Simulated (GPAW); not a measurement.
The system is AlCu.

```xyz
2
Lattice="2.9975 0.0000 0.0000 0.0000 2.9975 0.0000 0.0000 0.0000 2.9975" Properties=species:S:1:pos:R:3 pbc="T T T"
Cu    1.4988    1.4988    1.4988
Al    0.0000    0.0000    0.0000
```

The cell comes from a database or a generator and needn't be the stable form of this composition.

```yaml
Program: GPAW 26.7.0
Task: single point
Functional: PBEsol
Potentials_or_basis: PAW data sets generated in the run's folder for this functional
Cutoff: 600 eV
Basis: pw
k_mesh: 9 × 9 × 9
Occupations: fermi-dirac, width 0.05 eV
Spin: no spin polarisation
```

On this cell: pressure -3.8 GPa; largest force zero by symmetry; band gap on the k mesh none (metal or under the smearing width).

The same run follows on a disturbed copy (atoms moved at random, drawn with an rms of 0.05 Å):

```
Cu Al
1.0
     2.99751    0.00000    0.00000
     0.00000    2.99751    0.00000
     0.00000    0.00000    2.99751
Cu Al
1 1
Direct
  0.50650 0.49273 0.49086
  0.00522 0.98832 0.99438
```

Problem. What does the disturbed cell give?

Solution. The energy (extrapolated to zero smearing) moves by +0.3 meV/atom; pressure -3.8 GPa; largest force 0.066 eV/Å; band gap on the k mesh none (metal or under the smearing width).

Forces on the atoms (eV/Å):
```
Cu  -0.015 -0.050  0.040
Al   0.015  0.050 -0.040
```

Caveats: with this Cu data set, volumes or pressures lay over 1.5 % or 2 GPa off other programs in two to four cells of ten.
